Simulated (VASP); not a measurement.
# TiSi2 (Fddd) in VASP: further runs

One crystal, TiSi2, is run at these levels: PBEsol+U, PBEsol; tasks: relaxation of cell and atoms, atomic charges, electron localisation function.

All numbers are computed with VASP 6.6.1; they aren't measurements. Logs are shortened: lines on timing, memory, paths and dates and some standing lists are left out, and cuts for length are marked.

**1. The crystal as given**

The structure is orthorhombic, space group Fddd (No. 70). The conventional cell has a = 4.779 Å, b = 8.235 Å, c = 8.526 Å, α = 90.00°, β = 90.00°, γ = 90.00°. Ti (site symmetry 222) is surrounded by 10 Si at 2.55 to 2.78 Å. Si (site symmetry 2) has 5 Si at 2.52 to 2.79 Å and 5 Ti at 2.55 to 2.78 Å as nearest neighbours.

The cell is a database's computed one.

**2. Relaxation of cell and atoms, PBEsol+U**

The input, INCAR:

```
SYSTEM = TiSi2
PREC = Accurate ; ENCUT = 600
EDIFF = 1E-7 ; ISMEAR = -1
SIGMA = 0.05 ; LREAL = .FALSE.
LASPH = .TRUE. ; NELM = 80
ALGO = Normal ; ISIF = 3
LWAVE = .FALSE. ; LCHARG = .FALSE.
LMAXMIX = 4 ; LDAU = .TRUE.
LDAUTYPE = 2 ; LDAUL = 2 -1
LDAUU = 6 0 ; LDAUJ = 0 0
LDAUPRINT = 1 ; GGA = PS
IBRION = 2 ; NSW = 60
EDIFFG = -0.01
```

The input, KPOINTS:

```
regular mesh
0
G
  5 5 5
  0 0 0
```

The input, POSCAR:

```
TiSi2
1.0
    0.0000000000      4.1175163063      4.2628978354
    2.3895119538      0.0000000000      4.2628978354
    2.3895119538      4.1175163063      0.0000000000
Ti Si
2 4
Direct
    0.7500000000      0.7500000000      0.7500000000
    0.5000000000      0.5000000000      0.5000000000
    0.4125656100      0.0874343900      0.4125656100
    0.0874343900      0.4125656100      0.0874343900
    0.1625656100      0.8374343900      0.1625656100
    0.8374343900      0.1625656100      0.8374343900
```

Potentials or basis: VASP PAW PBE potentials, release 64 (Ti_sv, Si).

Launch:

```console
$ cat potpaw_PBE.64/Ti_sv/POTCAR potpaw_PBE.64/Si/POTCAR > POTCAR
$ mpirun -np 1 vasp_std > vasp.out
```

OUTCAR:

```text
SYSTEM = TiSi2
   PREC = Accurate
   ENCUT = 600
   EDIFF = 1E-7
   ISMEAR = -1
   LREAL = .FALSE.
   LASPH = .TRUE.
   NELM = 80
   ISIF = 3
   GGA = PS
   IBRION = 2
   NSW = 60
   EDIFFG = -0.01

 ion  position               nearest neighbor table
   1  0.750  0.750  0.750-   6 2.55   5 2.55   6 2.55   5 2.55   3 2.74   3 2.74   4 2.74   4 2.74
                             3 2.78   4 2.78
   2  0.500  0.500  0.500-   4 2.55   3 2.55   4 2.55   3 2.55   5 2.74   5 2.74   6 2.74   6 2.74
                             5 2.78   6 2.78
   3  0.413  0.087  0.413-   6 2.52   6 2.52   2 2.55   2 2.55   4 2.68   1 2.74   1 2.74   1 2.78
                             4 2.79   4 2.79
   4  0.087  0.413  0.087-   5 2.52   5 2.52   2 2.55   2 2.55   3 2.68   1 2.74   1 2.74   1 2.78
                             3 2.79   3 2.79
   5  0.163  0.837  0.163-   4 2.52   4 2.52   1 2.55   1 2.55   6 2.68   2 2.74   2 2.74   2 2.78
                             6 2.79   6 2.79
   6  0.837  0.163  0.837-   3 2.52   3 2.52   1 2.55   1 2.55   5 2.68   2 2.74   2 2.74   2 2.78
                             5 2.79   5 2.79

  LATTYP: Found a face centered orthorhombic cell.
 ALAT       =     4.7790239076
 B/A-ratio  =     1.7231620456
 C/A-ratio  =     1.7840035613

  Lattice vectors:

 A1 = (   0.0000000000,   4.1175163063,   4.2628978354)
 A2 = (   2.3895119538,   0.0000000000,   4.2628978354)
 A3 = (   2.3895119538,   4.1175163063,   0.0000000000)

Analysis of symmetry for initial positions (statically):
=====================================================================
 Subroutine PRICEL returns:
 Original cell was already a primitive cell.

 Routine SETGRP: Setting up the symmetry group for a
 face centered orthorhombic supercell.

 Subroutine GETGRP returns: Found  8 space group operations
 (whereof  4 operations were pure point group operations)
 out of a pool of  8 trial point group operations.

The static configuration has the point symmetry D_2 .
 The point group associated with its full space group is D_2h.

Analysis of symmetry for dynamics (positions and initial velocities):
[... 1128 lines left out ...]
 occupancies and eigenvectors

  o =  0.1425  v =  0.0000  0.0000 -0.6293  0.0000 -0.7772  0.0000  0.0000  0.0000  0.0000  0.0000      0.0000  0.0000  0.0000  0.0000  0.0000  0.0000  0.0000  0.0000  0.0000  0.0000
  o =  0.1425  v =  0.0000  0.0000  0.0000  0.0000  0.0000  0.0000  0.0000 -0.6293  0.0000 -0.7772      0.0000  0.0000  0.0000  0.0000  0.0000  0.0000  0.0000  0.0000  0.0000  0.0000
  o =  0.1788  v =  1.0000  0.0000  0.0000  0.0000  0.0000  0.0000  0.0000  0.0000  0.0000  0.0000      0.0000  0.0000  0.0000  0.0000  0.0000  0.0000  0.0000  0.0000  0.0000  0.0000
  o =  0.1788  v =  0.0000  0.0000  0.0000  0.0000  0.0000  1.0000  0.0000  0.0000  0.0000  0.0000      0.0000  0.0000  0.0000  0.0000  0.0000  0.0000  0.0000  0.0000  0.0000  0.0000
  o =  0.1811  v =  0.0000  0.0000 -0.7772  0.0000  0.6293  0.0000  0.0000  0.0000  0.0000  0.0000      0.0000  0.0000  0.0000  0.0000  0.0000  0.0000  0.0000  0.0000  0.0000  0.0000
  o =  0.1811  v =  0.0000  0.0000  0.0000  0.0000  0.0000  0.0000  0.0000 -0.7772  0.0000  0.6293      0.0000  0.0000  0.0000  0.0000  0.0000  0.0000  0.0000  0.0000  0.0000  0.0000
  o =  0.1888  v =  0.0000  0.0000  0.0000  0.0000  0.0000  0.0000 -1.0000 -0.0000 -0.0000  0.0000      0.0000  0.0000  0.0000  0.0000  0.0000  0.0000  0.0000  0.0000  0.0000  0.0000
  o =  0.1888  v =  0.0000 -1.0000 -0.0000 -0.0000  0.0000  0.0000  0.0000  0.0000  0.0000  0.0000      0.0000  0.0000  0.0000  0.0000  0.0000  0.0000  0.0000  0.0000  0.0000  0.0000
  o =  0.2170  v =  0.0000  0.0000 -0.0000 -1.0000  0.0000  0.0000  0.0000  0.0000  0.0000  0.0000      0.0000  0.0000  0.0000  0.0000  0.0000  0.0000  0.0000  0.0000  0.0000  0.0000
  o =  0.2170  v =  0.0000  0.0000  0.0000  0.0000  0.0000  0.0000  0.0000 -0.0000 -1.0000  0.0000      0.0000  0.0000  0.0000  0.0000  0.0000  0.0000  0.0000  0.0000  0.0000  0.0000

atom =   2  type =  1  l = 2

 onsite density matrix

spin component  1

  0.1788 -0.0000  0.0000  0.0000  0.0000
 -0.0000  0.1888 -0.0000  0.0000 -0.0000
  0.0000 -0.0000  0.1658  0.0000 -0.0189
  0.0000  0.0000  0.0000  0.2170  0.0000
  0.0000 -0.0000 -0.0189  0.0000  0.1578

spin component  2

  0.1788 -0.0000  0.0000  0.0000  0.0000
 -0.0000  0.1888 -0.0000  0.0000 -0.0000
  0.0000 -0.0000  0.1658  0.0000 -0.0189
  0.0000  0.0000  0.0000  0.2170  0.0000
  0.0000 -0.0000 -0.0189  0.0000  0.1578

 occupancies and eigenvectors

  o =  0.1425  v =  0.0000  0.0000 -0.6293  0.0000 -0.7772  0.0000  0.0000  0.0000  0.0000  0.0000      0.0000  0.0000  0.0000  0.0000  0.0000  0.0000  0.0000  0.0000  0.0000  0.0000
  o =  0.1425  v =  0.0000  0.0000  0.0000  0.0000  0.0000  0.0000  0.0000 -0.6293  0.0000 -0.7772      0.0000  0.0000  0.0000  0.0000  0.0000  0.0000  0.0000  0.0000  0.0000  0.0000
  o =  0.1788  v =  1.0000  0.0000  0.0000  0.0000  0.0000  0.0000  0.0000  0.0000  0.0000  0.0000      0.0000  0.0000  0.0000  0.0000  0.0000  0.0000  0.0000  0.0000  0.0000  0.0000
  o =  0.1788  v =  0.0000  0.0000  0.0000  0.0000  0.0000  1.0000  0.0000  0.0000  0.0000  0.0000      0.0000  0.0000  0.0000  0.0000  0.0000  0.0000  0.0000  0.0000  0.0000  0.0000
  o =  0.1811  v =  0.0000  0.0000 -0.7772  0.0000  0.6293  0.0000  0.0000  0.0000  0.0000  0.0000      0.0000  0.0000  0.0000  0.0000  0.0000  0.0000  0.0000  0.0000  0.0000  0.0000
  o =  0.1811  v =  0.0000  0.0000  0.0000  0.0000  0.0000  0.0000  0.0000 -0.7772  0.0000  0.6293      0.0000  0.0000  0.0000  0.0000  0.0000  0.0000  0.0000  0.0000  0.0000  0.0000
  o =  0.1888  v =  0.0000  0.0000  0.0000  0.0000  0.0000  0.0000 -1.0000 -0.0000 -0.0000  0.0000      0.0000  0.0000  0.0000  0.0000  0.0000  0.0000  0.0000  0.0000  0.0000  0.0000
  o =  0.1888  v =  0.0000 -1.0000 -0.0000 -0.0000  0.0000  0.0000  0.0000  0.0000  0.0000  0.0000      0.0000  0.0000  0.0000  0.0000  0.0000  0.0000  0.0000  0.0000  0.0000  0.0000
  o =  0.2170  v =  0.0000 -0.0000 -0.0000 -1.0000  0.0000  0.0000  0.0000  0.0000  0.0000  0.0000      0.0000  0.0000  0.0000  0.0000  0.0000  0.0000  0.0000  0.0000  0.0000  0.0000
  o =  0.2170  v =  0.0000  0.0000  0.0000  0.0000  0.0000  0.0000 -0.0000 -0.0000 -1.0000  0.0000      0.0000  0.0000  0.0000  0.0000  0.0000  0.0000  0.0000  0.0000  0.0000  0.0000

--------------------------------------- Ionic step        8  -------------------------------------------

 number of electron      40.0000002 magnetization

 Free energy of the ion-electron system (eV)
  ---------------------------------------------------
  ext. energy  EPLUGINS =         0.00000000
  ---------------------------------------------------
  free energy    TOTEN  =       -34.21620833 eV

  energy without entropy =      -34.19869519  energy(sigma->0) =      -34.20745176

 E-fermi :  10.0035     XC(G=0): -11.6708

 val. band max:        9.9089974495   @ k =  -0.4000   0.4000   0.2000
 cond. band min:      10.0341489244   @ k =   0.0000   0.2000   0.2000
 fundamental gap:      0.1251514749
 Fermi energy:        10.0034757352

 k-point     1 :       0.0000    0.0000    0.0000
  band No.  band energies     occupation
      1     -47.8783      2.00000
      2     -47.8561      2.00000
      3     -24.2955      2.00000
      4     -24.2428      2.00000
      5     -24.2058      2.00000
      6     -24.1686      2.00000
[... 672 lines left out ...]
  FREE ENERGIE OF THE ION-ELECTRON SYSTEM (eV)
  ---------------------------------------------------
  free  energy   TOTEN  =       -34.2162083267 eV

  energy  without entropy=      -34.1986951853  energy(sigma->0) =      -34.20745176

 reached required accuracy - stopping structural energy minimisation
```

OSZICAR:

```text
N       E                     dE             d eps       ncg     rms          rms(c)
DAV:   1     0.416518226519E+03    0.41652E+03   -0.21101E+04  1296   0.196E+03
DAV:   2     0.135279275873E+02   -0.40299E+03   -0.39960E+03  1296   0.529E+02
DAV:   3    -0.369005680434E+02   -0.50428E+02   -0.49701E+02  2304   0.147E+02
[... 89 lines left out ...]
DAV:   3    -0.342162514610E+02    0.18302E-03   -0.39558E-04  1816   0.177E-01    0.451E-02
DAV:   4    -0.342162058174E+02    0.45644E-04   -0.13815E-04  1840   0.108E-01    0.755E-03
DAV:   5    -0.342162081561E+02   -0.23387E-05   -0.24298E-05  1600   0.476E-02    0.557E-03
DAV:   6    -0.342162083491E+02   -0.19298E-06   -0.15335E-06  1992   0.957E-03    0.247E-03
DAV:   7    -0.342162083267E+02    0.22338E-07   -0.34566E-07  1400   0.324E-03
   8 F= -.34216208E+02 E0= -.34207452E+02  d E =-.155519E-02
```

It took 9.2 min on 1 thread of Intel Xeon Platinum 8375C at 2.90GHz (Ice Lake), shared host; peak memory 0.31 GiB.

Results:

| Property | Result |
| --- | --- |
| Free energy | -34.2162 eV |
| Relaxed volume | 14.53 Å³/atom |
| Relaxed cell | a = 6.013 Å, b = 4.958 Å, c = 4.818 Å, α = 75.90°, β = 53.10°, γ = 51.00° |
| Space group after relaxing (to 0.05 Å) | Fddd (No. 70) |
| Energy gained by relaxing | 12.7 meV/atom |
| Ionic steps | 8 |
| Pressure after relaxing | -0.1 GPa |
| Largest force after relaxing | 0.004 eV/Å |
| Band gap on the k mesh | none (metal or under the smearing width) |

Forces in eV/Å, atoms in the order of the input:
```
Ti   0.000  0.000  0.000
Ti   0.000  0.000  0.000
Si   0.000  0.004  0.000
Si   0.000 -0.004  0.000
Si   0.000  0.004  0.000
Si   0.000 -0.004  0.000
```

The path:
```csv
step,energy change (eV),largest force (eV/Å),pressure (GPa),volume (Å³)
1,0.0000,0.2213,5.81,83.88
2,-0.0110,0.1925,-4.93,90.18
3,-0.0609,0.2045,-0.20,87.11
4,-0.0679,0.1535,-0.19,87.16
5,-0.0745,0.0486,-0.13,87.25
6,-0.0747,0.0319,-0.10,87.27
7,-0.0759,0.0204,-0.03,87.14
8,-0.0762,0.0036,-0.05,87.18
```

Final structure:
```yaml
crystal:
  lattice:
    - [0.00000, 4.17085, 4.33174]
    - [2.41275, 0.00000, 4.33174]
    - [2.41275, 4.17085, 0.00000]
  atoms:
    - { symbol: Ti, position: [0.75000, 0.75000, 0.75000] }
    - { symbol: Ti, position: [0.50000, 0.50000, 0.50000] }
    - { symbol: Si, position: [0.40755, 0.09245, 0.40755] }
    - { symbol: Si, position: [0.09245, 0.40755, 0.09245] }
    - { symbol: Si, position: [0.15755, 0.84245, 0.15755] }
    - { symbol: Si, position: [0.84245, 0.15755, 0.84245] }
```

Eigenvalues of the final occupation matrices:
```csv
site,spin,trace,eigenvalues
site 1 d,1,0.91,0.14 0.18 0.18 0.19 0.22
site 1 d,2,0.91,0.14 0.18 0.18 0.19 0.22
site 2 d,1,0.91,0.14 0.18 0.18 0.19 0.22
site 2 d,2,0.91,0.14 0.18 0.18 0.19 0.22
```

Caveat: the PAW data sets were made with another functional, which shifts forces and pressure a little; U without spin polarisation on a metal has little footing; the U is typed as a test and isn't derived for this compound.

**3. Relaxation of cell and atoms, PBEsol+U**

Changes to INCAR since step 2:

```diff
@@ -9,3 +9,3 @@
 LDAUTYPE = 2 ; LDAUL = 2 -1
-LDAUU = 6 0 ; LDAUJ = 0 0
+LDAUU = 8 0 ; LDAUJ = 0 0
 LDAUPRINT = 1 ; GGA = PS
```

KPOINTS is that of step 2.

POSCAR is that of step 2.

Potentials or basis: VASP PAW PBE potentials, release 64 (Ti_sv, Si).

Launch:

```console
$ cat potpaw_PBE.64/Ti_sv/POTCAR potpaw_PBE.64/Si/POTCAR > POTCAR
$ mpirun -np 1 vasp_std > vasp.out
```

Wall time 13 min (1 thread of Intel Xeon Platinum 8375C at 2.90GHz (Ice Lake), shared host); peak memory 0.31 GiB.

It converged, with:

| Quantity | Value |
| --- | --- |
| Free energy | -31.3211 eV |
| Relaxed volume | 14.79 Å³/atom |
| Relaxed cell | a = 6.048 Å, b = 4.980 Å, c = 4.854 Å, α = 75.90°, β = 53.00°, γ = 51.10° |
| Space group after relaxing (to 0.05 Å) | Fddd (No. 70) |
| Energy gained by relaxing | 25.5 meV/atom |
| Ionic steps | 11 |
| Pressure after relaxing | 0.0 GPa |
| Largest force after relaxing | 0.003 eV/Å |
| Band gap on the k mesh | none (metal or under the smearing width) |

Forces on the atoms (eV/Å):
```
Ti   0.000  0.000  0.000
Ti   0.000  0.000  0.000
Si   0.000 -0.003  0.000
Si   0.000  0.003  0.000
Si   0.000 -0.003  0.000
Si   0.000  0.003  0.000
```

Step by step:
| step | energy change (eV) | largest force (eV/Å) | pressure (GPa) | volume (Å³) |
| --- | --- | --- | --- | --- |
| 1 | 0.0000 | 0.2931 | 8.54 | 83.88 |
| 2 | -0.0219 | 0.2425 | -6.77 | 93.26 |
| 3 | -0.1257 | 0.2630 | -0.25 | 88.62 |
| 4 | -0.1257 | 0.2634 | -0.09 | 88.52 |
| 5 | -0.1377 | 0.2016 | -0.08 | 88.61 |
| 6 | -0.1469 | 0.0927 | 0.02 | 88.76 |
| 7 | -0.1525 | 0.0160 | -0.23 | 88.85 |
| 8 | -0.1525 | 0.0125 | -0.24 | 88.85 |
| 9 | -0.1526 | 0.0061 | 0.33 | 88.51 |
| 10 | -0.1528 | 0.0029 | 0.06 | 88.67 |
| 11 | -0.1528 | 0.0032 | 0.00 | 88.72 |

Final structure:
```
CELL_PARAMETERS angstrom
0.00000 4.20343 4.34907
2.42659 0.00000 4.34907
2.42659 4.20343 0.00000
ATOMIC_POSITIONS crystal
Ti 0.75000 0.75000 0.75000
Ti 0.50000 0.50000 0.50000
Si 0.40603 0.09397 0.40603
Si 0.09397 0.40603 0.09397
Si 0.15603 0.84397 0.15603
Si 0.84397 0.15603 0.84397
```

Levels at points of the mesh, in eV from the Fermi level:
| k point | band 18 | band 19 | band 20 | band 21 | band 22 | band 23 |
| --- | --- | --- | --- | --- | --- | --- |
| (0.00, 0.00, 0.00) | -2.36 | -2.16 | -1.54 | -0.83 | 2.62 | 2.68 |

Eigenvalues of the final occupation matrices:
| site | spin | trace | eigenvalues |
| --- | --- | --- | --- |
| site 1 d | 1 | 0.86 | 0.13 0.17 0.17 0.18 0.21 |
| site 1 d | 2 | 0.86 | 0.13 0.17 0.17 0.18 0.21 |
| site 2 d | 1 | 0.86 | 0.13 0.17 0.17 0.18 0.21 |
| site 2 d | 2 | 0.86 | 0.13 0.17 0.17 0.18 0.21 |

Caveat: the PAW data sets were made with another functional, which shifts forces and pressure a little; U without spin polarisation on a metal has little footing; the U is typed as a test and isn't derived for this compound.

**4. Atomic charges, PBEsol**

The input, INCAR:

```
SYSTEM = TiSi2
  PREC = Accurate
  ENCUT = 520
  EDIFF = 1E-6
  ISMEAR = 0
  SIGMA = 0.02
  LREAL = .FALSE.
  LASPH = .TRUE.
  NELM = 60
  ALGO = Fast
  ISIF = 2
  LWAVE = .FALSE.
  LCHARG = .TRUE.
  GGA = PS
  LORBIT = 10
  LELF = .TRUE.
  LVHAR = .TRUE.
```

The input, KPOINTS:

```
Automatic mesh
0
G
  7 7 7
  0 0 0
```

POSCAR is that of step 3.

Launch:

```console
$ cat potpaw_PBE.64/Ti_sv/POTCAR potpaw_PBE.64/Si/POTCAR > POTCAR
$ mpirun -np 1 vasp_std > vasp.out
```

Run time: 7 min. Hardware: 1 thread of Intel Xeon Platinum 8488C (Sapphire Rapids), shared host; peak memory 0.31 GiB.

The run converged. Its results:

* Free energy: -43.6592 eV
* Pressure: -1.8 GPa
* Largest force: 0.044 eV/Å
* Band gap on the k mesh: none (metal or under the smearing width)
* Valence electrons inside the program's atomic spheres: Ti 10.42; Si 1.63

Forces in eV/Å, atoms in the order of the input:
```
Ti   0.000  0.000  0.000
Ti   0.000  0.000  0.000
Si   0.000  0.044  0.000
Si   0.000 -0.044  0.000
Si   0.000  0.044  0.000
Si   0.000 -0.044  0.000
```

Stress tensor (GPa, compression positive):
```
-1.53  0.00  0.00
 0.00 -3.01  0.00
 0.00  0.00 -0.96
```

Levels at points of the mesh, in eV from the Fermi level:
```csv
k point,band 16,band 17,band 18,band 19,band 20,band 21,band 22,band 23,band 24
"(0.00, 0.00, 0.00)",-2.49,-2.27,-2.05,-1.76,-1.35,-0.93,2.07,3.26,3.68
```

Caveat: the PAW data sets were made with another functional, which shifts forces and pressure a little.

**5. Electron localisation function, PBEsol**

The input, INCAR:

```
SYSTEM = TiSi2
PREC = Accurate
ENCUT = 520
EDIFF = 1E-6
ISMEAR = 0
SIGMA = 0.02
LREAL = .FALSE.
LASPH = .TRUE.
NELM = 100
ALGO = Fast
ISIF = 2
LWAVE = .FALSE.
LCHARG = .TRUE.
GGA = PS
LELF = .TRUE.
```

The input, KPOINTS:

```
regular mesh
0
G
  7 7 7
  0 0 0
```

POSCAR is that of step 4.

Launch:

```console
$ cat potpaw_PBE.64/Ti_sv/POTCAR potpaw_PBE.64/Si/POTCAR > POTCAR
$ mpirun -np 1 vasp_std > vasp.out
```

Wall time 6.1 min (1 thread of Intel Xeon Platinum 8488C (Sapphire Rapids), shared host); peak memory 0.31 GiB.

It converged, with:

```
Free energy            : -43.6592 eV
Pressure               : -1.8 GPa
Largest force          : 0.044 eV/Å
Band gap on the k mesh : none (metal or under the smearing width)
```

Forces in eV/Å, atoms in the order of the input:
```
Ti   0.000  0.000  0.000
Ti   0.000  0.000  0.000
Si   0.000  0.044  0.000
Si   0.000 -0.044  0.000
Si   0.000  0.044  0.000
Si   0.000 -0.044  0.000
```

Stress tensor (GPa, compression positive):
```
-1.53  0.00  0.00
 0.00 -3.01  0.00
 0.00  0.00 -0.96
```

Levels at points of the mesh, in eV from the Fermi level:
```
           k point  band 18  band 19  band 20  band 21  band 22  band 23
(0.00, 0.00, 0.00)    -2.05    -1.76    -1.35    -0.93     2.07     3.26
```

Caveat: the PAW data sets were made with another functional, which shifts forces and pressure a little.

**6. Summary**

```tsv
task	level	U	cell	k mesh	cutoff (eV)	smearing	gap on the mesh (eV)	pressure (GPa)	relaxed volume (Å³/atom)	largest force (eV/Å)
relaxation of cell and atoms	PBEsol+U	Ti d U = 6 eV	relaxed	5 × 5 × 5	600	fermi-dirac 0.05 eV	none	-0.1	14.53	-
relaxation of cell and atoms	PBEsol+U	Ti d U = 8 eV	relaxed	5 × 5 × 5	600	fermi-dirac 0.05 eV	none	0.0	14.79	-
atomic charges	PBEsol	-	as given	7 × 7 × 7	520	gaussian 0.02 eV	none	-1.8	-	0.04
electron localisation function	PBEsol	-	as given	7 × 7 × 7	520	gaussian 0.02 eV	none	-1.8	-	0.04
```

Alike in all rows: potentials or basis VASP PAW PBE potentials, release 64 (Ti_sv, Si); no spin polarisation.

Caveats: the PAW data sets were made with another functional, which shifts forces and pressure a little; U without spin polarisation on a metal has little footing (some runs); the U is typed as a test and isn't derived for this compound (some runs).

Total energies depend on the potentials used, so only differences within one code and one set of settings carry meaning.
